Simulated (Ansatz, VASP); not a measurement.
# Two plane-wave programs on KCl

```xyz
2
Lattice="0.0000 3.1561 3.1561 3.1561 0.0000 3.1561 3.1561 3.1561 0.0000" Properties=species:S:1:pos:R:3 pbc="T T T"
K     0.0000    0.0000    0.0000
Cl    3.1561    3.1561    3.1561
```

Alike in both runs: task electric field gradients; functional LDA; k mesh 7 × 7 × 7; occupations fermi-dirac, width 0.03 eV; no spin polarisation.

|  | VASP | Ansatz |
| --- | --- | --- |
| version | VASP 6.6.1 | Ansatz 0.2.0 |
| potentials or method | VASP PAW LDA potentials, release 64 (K_sv, Cl) | PAW with Ansatz's default frozen-core files, scalar-relativistic |
| plane-wave cutoff (eV) | 520 | 420 |
| valence electrons in the cell | 16 | 16 |

```tsv
	VASP	Ansatz	Ansatz less VASP
gap on the k mesh at the Fermi level (eV)	4.72	4.71	-0.005
pressure (GPa)	-2.0	-2.1	-0.04
Vzz of the field gradient on the site that differs most (V/Å²)	0.0	0.0	0.00
```

Caveats: an odd mesh through Γ misses points on the zone boundary, where band edges often lie. Expect the measured gap to be larger: semilocal functionals such as LDA lack the derivative discontinuity.
